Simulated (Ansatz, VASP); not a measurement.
**Si in VASP and in Ansatz**

```
Si
1.0
     0.00000    2.73478    2.73478
     2.73478    0.00000    2.73478
     2.73478    2.73478    0.00000
Si
2
Direct
  0.25000 0.25000 0.25000
  0.00000 0.00000 0.00000
```

Alike in both runs: functional PBE; k mesh 8 × 8 × 8; occupations gaussian, width 0.02 eV; no spin polarisation.

Ansatz relaxed the structure, and its values are those at the end. VASP's run is a single point on that final structure, the one shown.

|  | VASP | Ansatz |
| --- | --- | --- |
| version | VASP 6.6.1 | Ansatz 0.2.0 |
| potentials or method | VASP PAW PBE potentials, release 64 (Si) | scalar-relativistic, plane waves, PAW |
| plane-wave cutoff (eV) | 520 | 420 |
| valence electrons in the cell | 8 | 8 |

```tsv
	VASP	Ansatz	Ansatz less VASP
gap on the k mesh at the Fermi level (eV)	0.65	0.65	-0.003
least direct gap on the mesh (eV)	2.56	2.55	-0.005
pressure (GPa)	0.0	0.0	+0.08
```

A k mesh can miss the band edges.
